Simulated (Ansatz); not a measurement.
# 2H-MoTe2 monolayer in a perpendicular field, part 2 of 2

Wanted: the out-of-plane response of the 2H-MoTe2 monolayer. A positive field points along +c.

Ansatz 0.2.0; plane-wave DFT, PBE-D3(BJ), Ansatz PAW (set soft_1); PAW set soft_1.

So far. Step 2 (Relaxation): The lattice constant a goes from 3.550 to 3.504 Å.

## (3) Atoms held, field 0

A sawtooth potential applies the field, turning back in the middle of the vacuum. With the dipole correction the typed value is the field outside the slab. The induced dipole is small, so the SCF threshold is tight.

The cell differs from the one that the last finished run ended in (c 38.574 → 21.634 Å).

The input, input.yaml:

```yaml
crystal:
  lattice:
    - [3.5040334455, 0.0, 0.0]
    - [-1.7520167228, 3.0345819795, 0.0]
    - [0.0, 0.0, 21.6339187036]
  atoms:
    - { symbol: Te, position: [0.3333333333, 0.6666666667, 0.4160133965] }
    - { symbol: Mo, position: [0.0, 0.0, 0.5] }
    - { symbol: Te, position: [0.3333333333, 0.6666666667, 0.5839866035] }
kpoints:
  mp_grid: { grid: [18, 18, 1] }
  band_path:
    path: [[0, 0, 0], [0.5, 0, 0], [0.33333333, 0.33333333, 0], [0, 0, 0]]
    npoints: 16
hamiltonian:
  xc: pbe
  dispersion: d3bj
  pseudopotentials: { kind: paw, azcp: { folder: soft_1 } }
scf:
  occupations: { method: fermi_dirac, width: 0.02585 }
  convergence: { dr2_threshold: 1.0e-10 }
efield:
  axis: 3
  dipole_correction: true
  ramp_position: 0.97
  ramp_width: 0.06
  amplitude: 0
output:
  dos: { projected: true, e_range: [-6, 5] }
  write_potential: true
  write_density: true
  volumetric_format: npy
  elf: true
```

The run is started by

```sh
> ansatz run input.yaml --threads 2 --pin off --max-ram 3072MiB --backend cpu --events-out ev --progress --plain --runs-dir out
```

Numbers of over 12 decimals in the logs are rounded to 6 here.

The log of the run:

```text
[...]
Crystal: 3 atoms, lattice volume = 230.039 Å³
Basis set: ecut = 420 eV, 4483 PW (Γ)
Bands: 28, of which v1, the nominal top of the filled ones, is band 23 counted from 1 (22 counted from 0)
Symmetry: 6 space group operations
k-points: 37 of 324 (time reversal used)
[...]
SCF iter   1: F=—  HF=-18918.788340 eV  |F-HF|=—  |Δ(HF+E_count)|=         —  Δρ=2.79e-2  dr2=2.44e0  ethr=3.10e-3  p=0.000 e·Å  D=7.32e-14 V/Å  ΔV_dip=-0.00 eV  dr2_dipole=7.70e-8  V_vac-E_F(+/−)=4.97/4.97 eV  ⟨swp⟩=12.0  Hψ=6051  notcnv=0
efield: sawtooth ramp at fractional position 0.9700 (set: `efield.ramp_position`, or a place that a band, a saddle search or an elastic batch's reference lends), width 0.0600; the density the first Hamiltonian is built on has a dipole p = 0.000 e·Å; the dipole correction subtracts the counter field D = 7.32e-14 V/Å, which shifts the + side's vacuum level by -0.00 eV against the − side's; the planar-averaged density in the ramp window peaks in size at 3.6e-7 e/Å³
[...]
SCF iter   2: F=—  HF=-18918.372839 eV  |F-HF|=—  |Δ(HF+E_count)|=   4.16e-1  Δρ=1.47e-2  dr2=1.93e0  ethr=3.10e-3  p=0.000 e·Å  D=6.26e-5 V/Å  ΔV_dip=-0.00 eV  dr2_dipole=5.78e-7  V_vac-E_F(+/−)=5.34/5.34 eV  ⟨swp⟩=3.0  Hψ=2077  notcnv=0  defer=33
[...]
SCF iter  12: F=-18918.143512 eV  HF=-18918.143512 eV  |F-HF|=7.28e-12  |Δ(HF+E_count)|=  4.37e-10  Δρ=1.21e-7  dr2=6.11e-11  ethr=1.00e-12  p=-0.000 e·Å  D=-6.24e-8 V/Å  ΔV_dip=0.00 eV  dr2_dipole=8.17e-14  V_vac-E_F(+/−)=4.24/4.24 eV  ⟨swp⟩=8.9  Hψ=3739  notcnv=0
SCF 1 converged in 12 iterations: F = -18918.143512 eV  dr2 = 6.11e-11
[...]
NSCF: frozen V_eff on 49 k-points
efield: sawtooth ramp at fractional position 0.9700 (kept from the solve that this one continues, or follows in the run), width 0.0600; the density the first Hamiltonian is built on has a dipole p = -0.000 e·Å; the dipole correction subtracts the counter field D = -6.24e-8 V/Å, which shifts the + side's vacuum level by +0.00 eV against the − side's; the planar-averaged density in the ramp window peaks in size at 1.3e-7 e/Å³
WARN: The output density's exchange-correlation potential varies sharply where the density is thin. Do not read a vacuum level from v_tot or v_xc, or from such a field of the output density. On a cell that repeats whose density bears no net charge and no dipole along the vacuum's axis use v_es (v_loc + v_h of the components); under efield.dipole_correction with no amplitude use v_es + v_field, which holds any externa [...]
SCF converged after 12 iterations
Free energy (F): -18918.143512 eV
[...]
Internal energy: -18918.143512 eV  (E = F + TS)
E sigma→0 (E₀):  -18918.143512 eV
Fermi energy:    1.343511 eV
Dipole field:    D = 0.000000 V/Å  (p = 0.000000 e·Å, saw-weighted, corrected)
Work function:   Φ+ = 4.2393 eV   Φ− = 4.2393 eV
Levels:          The Fermi level and band energies are counted from a zero that moves with the ramp; work functions are not
[...]
--- Band table (eV; the first three rows and the last of 37) ---
  k-point 0: bands = [... 19 lower, -0.8380, -0.0612, -0.0612, 0.1770, 3.9567, 3.9567, 4.2304, 4.2304, ... 1 higher]
  k-point 1: bands = [... 19 lower, -0.8013, -0.1208, -0.0277, 0.1782, 3.7493, 3.9280, 3.9929, 4.1301, ... 1 higher]
  k-point 2: bands = [... 19 lower, -0.6937, -0.2835, 0.0036, 0.1700, 3.3212, 3.3269, 3.8668, 4.0857, ... 1 higher]
  k-point 36: bands = [... 19 lower, -2.2778, -2.1712, -1.0460, 0.7580, 1.9472, 2.5709, 3.3610, 4.9184, ... 1 higher]
```

Run time: 24 s. Hardware: 2 threads of Arm Neoverse V1, shared host; peak memory 0.57 GiB.

In the SCF lines HF is the Harris–Foulkes energy and dr2 the Hartree energy of the density residual, in eV; the loop may stop once dr2 is under the threshold and the program's other checks hold. Hψ counts applications of the Hamiltonian.

This step gave:

| Item | Value |
| --- | --- |
| gap on the k-mesh | 1.189 eV |
| dipole along the normal | 3.77e-7 e·Å |
| gap along the path | 1.189 eV |
| smallest direct gap along the path | 1.189 eV |
| ionisation energy, upper face | 4.825 eV |
| electron affinity, upper face | 3.636 eV |
| gap, the smaller of path and mesh | 1.189 eV |

Running mean over a fixed 2.7 Å (it still follows the layers) of the planar mean; the ramp of the sawtooth is left out. The electron's electrostatic potential energy less the Fermi level by z:

| z (Å) | electron's electrostatic potential energy less the Fermi level (eV) |
| --- | --- |
| 2.88 | 4.24 |
| 3.32 | 4.24 |
| 3.75 | 4.24 |
| 4.18 | 4.24 |
| 4.62 | 4.24 |
| 5.05 | 4.23 |
| 5.48 | 4.22 |
| 5.91 | 4.17 |
| 6.35 | 4.00 |
| 6.78 | 3.42 |
| 7.21 | 1.85 |
| 7.64 | 0.0242 |
| 8.08 | -1.84 |
| 8.51 | -3.59 |
| 8.94 | -5.19 |
| 9.37 | -7.44 |
| 9.81 | -9.05 |
| 10.24 | -9.18 |
| 10.67 | -9.00 |
| 10.96 | -9.00 |
| 11.39 | -9.18 |
| 11.83 | -9.05 |
| 12.26 | -7.44 |
| 12.69 | -5.19 |
| 13.12 | -3.59 |
| 13.56 | -1.84 |
| 13.99 | 0.0242 |
| 14.42 | 1.85 |
| 14.86 | 3.42 |
| 15.29 | 4.00 |
| 15.72 | 4.17 |
| 16.15 | 4.22 |
| 16.59 | 4.23 |
| 17.02 | 4.24 |
| 17.45 | 4.24 |
| 17.88 | 4.24 |
| 18.32 | 4.24 |
| 18.75 | 4.24 |

The density of states has structure finer than the step of the table below, so its rows give means over 0.25 eV, whole bins alone (the curve runs from -6 to 2.6 eV). Peaks (eV: height): -5.150: 6.10, -3.930: 8.39, -2.280: 6.34, -2.110: 5.42, 0.860: 8.13, 1.220: 7.50, 1.470: 8.30.

Density of states against energy, zero at the Fermi level of the run, which the smearing sets inside the gap; means over each step:

energy (eV), density of states (states/eV a cell) and a bar:
```
    -5.75       0.91 ######
    -5.50       1.59 ##########
    -5.25       3.12 ###################
    -5.00       3.21 ####################
    -4.75       2.12 #############
    -4.50       0.68 ####
    -4.25       0.84 #####
    -4.00       4.53 ############################
    -3.75       2.54 ################
    -3.50       2.60 ################
    -3.25       2.74 #################
    -3.00       2.73 #################
    -2.75       2.49 ###############
    -2.50       1.77 ###########
    -2.25       4.18 ##########################
    -2.00       3.59 ######################
    -1.75       3.73 #######################
    -1.50       2.48 ###############
    -1.25       3.70 #######################
    -1.00       2.45 ###############
    -0.75       2.33 ##############
    -0.50       0.07 
    -0.25       0.00 
     0.00       0.00 
     0.25       0.00 
     0.50       0.03 
     0.75       4.06 #########################
     1.00       2.60 ################
     1.25       4.86 ##############################
     1.50       4.54 ############################
     1.75       3.02 ###################
     2.00       1.79 ###########
     2.25       1.27 ########
```

Projected DOS per atom over height of the atomic layer and energy from the Fermi level. Layers: Te Mo Te from below.

Ten even steps from '0' (0.00 states/eV) to '9' (2.80 states/eV), each cell a mean:
```
111
121
363
292
292
000
000
000
131
161
242
353
343
232
242
333
444
111
111
434
212
101
```
Columns: height of the atomic layer (Å) from 9 to 12.6; rows upwards: energy from the Fermi level (eV) from -5.96 to 2.59.

Electronic bands along the path, in eV, zero at the Fermi level of the run, which the smearing sets inside the gap:

| point | band 20 | band 21 | band 22 | band 23 | band 24 | band 25 | band 26 | band 27 |
| --- | --- | --- | --- | --- | --- | --- | --- | --- |
| Γ | -2.18 | -1.40 | -1.40 | -1.17 | 2.61 | 2.61 | 2.89 | 2.89 |
| halfway | -2.23 | -1.81 | -1.53 | -1.43 | 0.90 | 1.64 | 1.68 | 3.00 |
| M | -2.85 | -2.31 | -1.37 | -0.80 | 0.91 | 1.21 | 2.73 | 3.13 |
| halfway | -3.30 | -2.70 | -2.29 | -0.77 | 0.88 | 1.50 | 1.82 | 3.14 |
| K | -3.62 | -3.51 | -2.39 | -0.59 | 0.60 | 1.23 | 2.02 | 3.57 |
| halfway | -3.09 | -2.07 | -1.44 | -1.14 | 0.69 | 1.30 | 1.41 | 2.89 |
| Γ | -2.18 | -1.40 | -1.40 | -1.17 | 2.61 | 2.61 | 2.89 | 2.89 |

Valence density in the ca plane at fractional y = 0.667, with atoms of Te within 0.2 Å of it. It is the smooth field of the valence electrons, not physical close to the nuclei.

Values in units of 1e0 e/Å³, 5 rows by 16 columns, each cell a mean:
```
0.0 0.0 0.0 0.0 0.0 0.0 0.1 0.2 0.3 0.4 0.2 0.1 0.0 0.0 0.0 0.0
0.0 0.0 0.0 0.0 0.0 0.0 0.2 0.4 0.3 0.3 0.4 0.3 0.0 0.0 0.0 0.0
0.0 0.0 0.0 0.0 0.0 0.1 1.6 5.1 0.4 0.3 4.1 2.6 0.1 0.0 0.0 0.0
0.0 0.0 0.0 0.0 0.0 0.1 2.6 8.9 0.5 0.3 7.2 4.5 0.1 0.0 0.0 0.0
0.0 0.0 0.0 0.0 0.0 0.0 0.4 1.0 0.3 0.3 0.9 0.6 0.1 0.0 0.0 0.0
```
Columns run along c (16.0 Å, from fractional 0.09 to 0.83 of the cell), rows up along a (3.5 Å). Atoms in or near the plane, at fractional coordinates: Te at (0.42, 0.33), Te at (0.58, 0.33).

ELF in the ca plane at fractional y = 0.667, with atoms of Te within 0.2 Å of it. It is the smooth field of the valence electrons, not physical close to the nuclei.

Values, 5 rows by 16 columns, each cell a mean:
```
0.00 0.00 0.00 0.00 0.01 0.05 0.20 0.33 0.20 0.20 0.32 0.24 0.07 0.01 0.00 0.00
0.00 0.00 0.00 0.00 0.03 0.26 0.51 0.49 0.30 0.25 0.49 0.51 0.32 0.05 0.00 0.00
0.00 0.00 0.00 0.01 0.18 0.72 0.55 0.22 0.40 0.36 0.27 0.45 0.77 0.27 0.01 0.00
0.00 0.00 0.00 0.01 0.23 0.77 0.48 0.12 0.37 0.35 0.17 0.35 0.80 0.33 0.02 0.00
0.00 0.00 0.00 0.00 0.08 0.48 0.63 0.46 0.38 0.32 0.48 0.58 0.56 0.12 0.01 0.00
```
Columns run along c (16.0 Å, from fractional 0.09 to 0.83 of the cell), rows up along a (3.5 Å). Atoms in or near the plane, at fractional coordinates: Te at (0.42, 0.33), Te at (0.58, 0.33).

Electrostatic potential energy in the ca plane at fractional y = 0.667, with atoms of Te within 0.2 Å of it. With pseudopotentials it is smooth inside the atoms' cores, unlike the true potential.

Ten even steps from '0' (-31 eV) to '9' (6 eV), each cell a mean:
```
99999999999999999998888766788889999999999999
99999999999999999999988755788999999999999999
99999999999999999987788777788778999999999999
99999999999999999741147888874114799999999999
99999999999999998403304888840330589999999999
99999999999999998229932799723992289999999999
99999999999999998318812799721881389999999999
99999999999999998610016888851001689999999999
99999999999999999875578877887557899999999999
```
Columns run along c (16.0 Å, from fractional 0.09 to 0.83 of the cell; values clipped at the 3rd and 97th percentile), rows up along a (3.5 Å). Atoms in or near the plane, at fractional coordinates: Te at (0.42, 0.33), Te at (0.58, 0.33).

The gap is 1.19 eV, with the valence edge 4.82 eV and the conduction edge 3.64 eV under the upper vacuum level. Spin-orbit coupling, left out in this run, matters for the bands of elements this heavy.

## (4) Single point, field 0.1 V/Å

input.yaml, as its differences from that of step 3:

```diff
@@ -24,7 +24,6 @@
   dipole_correction: true
-  ramp_position: 0.97
-  ramp_width: 0.06
-  amplitude: 0
+  ramp_position: 0.9575
+  ramp_width: 0.0851
+  amplitude: 0.1
 output:
-  dos: { projected: true, e_range: [-6, 5] }
   write_potential: true
@@ -32,2 +31 @@
   volumetric_format: npy
-  elf: true
```

The log of the run:

```text
[...]
Crystal: 3 atoms, lattice volume = 230.039 Å³
Basis set: ecut = 420 eV, 4483 PW (Γ)
Bands: 28, of which v1, the nominal top of the filled ones, is band 23 counted from 1 (22 counted from 0)
Symmetry: 6 space group operations
k-points: 37 of 324 (time reversal used)
[...]
k-point 0: bands = [... 19 lower, -0.8387, -0.0619, -0.0619, 0.1764, 3.9559, 3.9559, 4.2299, 4.2299, ... 1 higher]
  k-point 1: bands = [... 19 lower, -0.8020, -0.1215, -0.0285, 0.1777, 3.7482, 3.9270, 3.9919, 4.1297, ... 1 higher]
  k-point 2: bands = [... 19 lower, -0.6944, -0.2841, 0.0024, 0.1699, 3.3130, 3.3333, 3.8659, 4.0853, ... 1 higher]
  k-point 36: bands = [... 19 lower, -2.2784, -2.1720, -1.0465, 0.7573, 1.9465, 2.5702, 3.3603, 4.9176, ... 1 higher]
[key lines of the parts left out:]
SCF converged after 14 iterations
Free energy (F): -18918.145373 eV
Fermi energy:    1.342799 eV
Dipole field:    D = 0.029268 V/Å  (p = 0.037208 e·Å, saw-weighted, corrected)
```

It took 25 s on 2 threads; peak memory 0.55 GiB.

The dipole is 0.0372 e·Å, and the gap 1.189 eV.

## (5) Single point, field -0.1 V/Å

input.yaml, as its differences from that of step 4:

```diff
@@ -26,3 +26,3 @@
   ramp_width: 0.0851
-  amplitude: 0.1
+  amplitude: -0.1
 output:
```

The log of the run:

```text
[...]
Crystal: 3 atoms, lattice volume = 230.039 Å³
Basis set: ecut = 420 eV, 4483 PW (Γ)
Bands: 28, of which v1, the nominal top of the filled ones, is band 23 counted from 1 (22 counted from 0)
Symmetry: 6 space group operations
k-points: 37 of 324 (time reversal used)
[...]
k-point 0: bands = [... 19 lower, -0.8386, -0.0617, -0.0617, 0.1766, 3.9560, 3.9560, 4.2300, 4.2300, ... 1 higher]
  k-point 1: bands = [... 19 lower, -0.8018, -0.1213, -0.0284, 0.1779, 3.7483, 3.9271, 3.9921, 4.1299, ... 1 higher]
  k-point 2: bands = [... 19 lower, -0.6942, -0.2840, 0.0026, 0.1700, 3.3131, 3.3334, 3.8661, 4.0854, ... 1 higher]
  k-point 36: bands = [... 19 lower, -2.2783, -2.1718, -1.0463, 0.7575, 1.9467, 2.5703, 3.3605, 4.9178, ... 1 higher]
[key lines of the parts left out:]
SCF converged after 14 iterations
Free energy (F): -18918.145373 eV
Fermi energy:    1.342952 eV
Dipole field:    D = -0.029268 V/Å  (p = -0.037208 e·Å, saw-weighted, corrected)
```

The job ended after 25 s (2 threads; peak memory 0.54 GiB).

The dipole is -0.0372 e·Å, and the gap 1.189 eV.

## (6) Response, atoms held

This step: plane-wave DFT, PBE-D3(BJ), Ansatz PAW (set soft_1); response to a field along the normal, atoms held; PAW set soft_1 (Ansatz 0.2.0).

The dipoles give the slope, and the difference of two potentials shows where the field is screened.

This step gave:

```yaml
equivalent_conductor_thickness_p_eps_0ae: 6.332 Å
distance_between_the_outer_atoms: 3.634 Å
```

Table of dipole of the cell by applied field:

| applied field (V/Å) | dipole of the cell (e·Å) |
| --- | --- |
| -0.1000 | -0.0372 |
| 0.0000 | 3.8e-7 |
| 0.1000 | 0.0372 |

Local field over the applied field, running mean. From the potentials at -0.1 and 0.1 V/Å; running mean over 2.5 Å. Table of local field over applied field by z:

z (Å), local field over applied field and a bar:
```
     4.04      0.999 ##############################
     4.47      0.997 ##############################
     4.76      0.994 ##############################
     5.19      0.985 ##############################
     5.48      0.974 #############################
     5.91      0.943 ############################
     6.20      0.907 ###########################
     6.63      0.818 ########################
     6.92      0.735 ######################
     7.36      0.593 #################
     7.64      0.493 ##############
     8.08      0.344 ##########
     8.37      0.252 #######
     8.80      0.138 ###
     9.23      0.071 #
     9.52      0.051 #
     9.95      0.038 
    10.24      0.033 
    10.67      0.030 
    10.96      0.030 
    11.39      0.033 
    11.68      0.038 
    12.12      0.051 #
    12.40      0.071 #
    12.84      0.138 ###
    13.27      0.252 #######
    13.56      0.344 ##########
    13.99      0.493 ##############
    14.28      0.593 #################
    14.71      0.735 ######################
    15.00      0.818 ########################
    15.43      0.907 ###########################
    15.72      0.943 ############################
    16.15      0.974 #############################
    16.44      0.985 ##############################
    16.87      0.994 ##############################
    17.16      0.997 ##############################
    17.60      0.999 ##############################
```

Electrons, planar mean, per unit field. The induced electron density by z:

| z (Å) | induced electron density (e/Å³ per V/Å) |
| --- | --- |
| 4.5 | 1.6e-5 |
| 5.0 | 4.7e-5 |
| 5.5 | 1.3e-4 |
| 6.0 | 3.3e-4 |
| 6.5 | 8.1e-4 |
| 7.0 | 0.00181 |
| 7.5 | 0.00315 |
| 8.0 | 0.00289 |
| 8.5 | 8.0e-4 |
| 9.0 | 8.2e-4 |
| 9.5 | 2.4e-4 |
| 10.0 | -4.3e-4 |
| 10.5 | -2.7e-4 |
| 11.0 | 1.8e-4 |
| 11.5 | 5.0e-4 |
| 12.0 | -1.6e-4 |
| 12.5 | -6.1e-4 |
| 13.0 | -7.7e-4 |
| 13.5 | -0.00229 |
| 14.0 | -0.00336 |
| 14.5 | -0.00217 |
| 15.0 | -0.00102 |
| 15.5 | -4.3e-4 |
| 16.0 | -1.7e-4 |
| 16.5 | -6.2e-5 |
| 17.0 | -2.2e-5 |
| 17.5 | -7.4e-6 |

The smaller of the gaps on the path and on the k-mesh, counted as 0 under 0.03 eV. The gap stays at 1.19 eV for applied field from -0.1 to 0.1 V/Å.

By hand: between -0.1 and 0.1 V/Å the dipole changes by 0.07442 e·Å, a slope of 0.3721 e·Å²/V. A perfect conductor of thickness t has p = ε₀AEt, so t = 180.95 × 0.3721 / 10.633 = 6.33 Å (e/ε₀ = 180.95 V·Å, A in Å²).

The induced dipole is that of a conductor 6.33 Å thick.

## (7) Results

* gap without field: 1.19 eV
* ionisation energy, upper face: 4.82 eV
* electron affinity, upper face: 3.64 eV
* equivalent conductor thickness, atoms held: 6.33 Å

In words: The induced dipole equals that of a perfect conductor 6.33 Å thick, while the outer atoms lie 3.63 Å apart; an out-of-plane ε follows only once a thickness t is chosen, by 1 − 1/ε = 6.33 Å / t. The gap stays within 0.01 eV of 1.19 eV over the fields run, up to 0.1 V/Å in size. The measured quasiparticle gap below is for a layer on a substrate, whose screening lowers it, so a free-standing Kohn-Sham gap can come near it by a cancelling of errors. Semilocal functionals give gaps that are too small, and excitons are not included. Spin-orbit coupling is left out, which matters for the bands of elements this heavy.

Calculation against experiment:

| quantity | measured | PBE D3(BJ) |
| --- | --- | --- |
| band gap (quasiparticle gap from dI/dV spectrum, monolayer on a substrate) (eV) | 1.9 | 1.19 (-0.71 eV) |

Measured values from pmc:10562484 (2023).

**Verdict.** The band gap is off by -0.71 eV. Local and semilocal functionals usually give gaps below the measured ones. Spin-orbit coupling, left out here, can change the gap with such heavy elements. Zero-point and thermal motion shift the measured gap.

[Logs are printed without paths, hosts, clocks, repeated set-up lines and the standing remarks that a program may print on its own settings, such as how far it seeks lower states.]

[Hosts, paths, dates, database ids (printed as entryN), source tags and the programs' standing remarks are cut or masked in the printed files.]

[Maps of the electrostatic potential energy from Ansatz leave out the sawtooth potential of an applied field or a dipole correction, so their vacuum need not be flat; planar profiles and work functions include it.]

[The density of states shown here was stored with 400 of the rows of the run's finer table, so its peaks can read low, often by over a quarter, or be missed, and its means over a window can be off by a tenth or more.]
